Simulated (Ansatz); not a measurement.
Crystal: Ta.

```
CELL_PARAMETERS angstrom
-1.65128 1.65128 1.65128
1.65128 -1.65128 1.65128
1.65128 1.65128 -1.65128
ATOMIC_POSITIONS crystal
Ta 0.00000 0.00000 0.00000
```

* Program: Ansatz 0.2.0
* Task: relaxation of cell and atoms
* Functional: BLYP
* Dispersion: D3(BJ)
* Potentials or basis: Ansatz PAW
* Cutoff: 420 eV (not typed: the program's choice for these potentials)
* k mesh: 11 × 11 × 11
* Occupations: fermi-dirac, width 0.05 eV
* Spin: no spin polarisation

At the start: volume 18.01 Å³/atom.

Question: Where does the relaxation end?

Answer: It ends after 5 steps and the volume is 17.45 Å³/atom (-3.1 %); space group Im-3m (No. 229, to 0.05 Å).

The path:
```csv
step,energy change (eV),largest force (eV/Å),volume (Å³)
1,0.0000,0.0000,18.01
2,-0.0115,0.0000,17.53
3,-0.0118,0.0000,17.45
4,-0.0118,0.0000,17.45
5,-0.0117,0.0000,17.45
```

Final structure:
```
Ta
1.0
    -1.63396    1.63396    1.63396
     1.63396   -1.63396    1.63396
     1.63396    1.63396   -1.63396
Ta
1
Cartesian
  0.0000 0.0000 0.0000
```

Caveat: the plane-wave basis is chosen anew once the cell has moved, so the energies of steps on either side of that aren't comparable; pairwise dispersion overbinds metals, which lowers pressure and volume; the PAW data sets come from PBE, with cores solved anew for the run's functional, which leaves a small shift of forces and pressure.
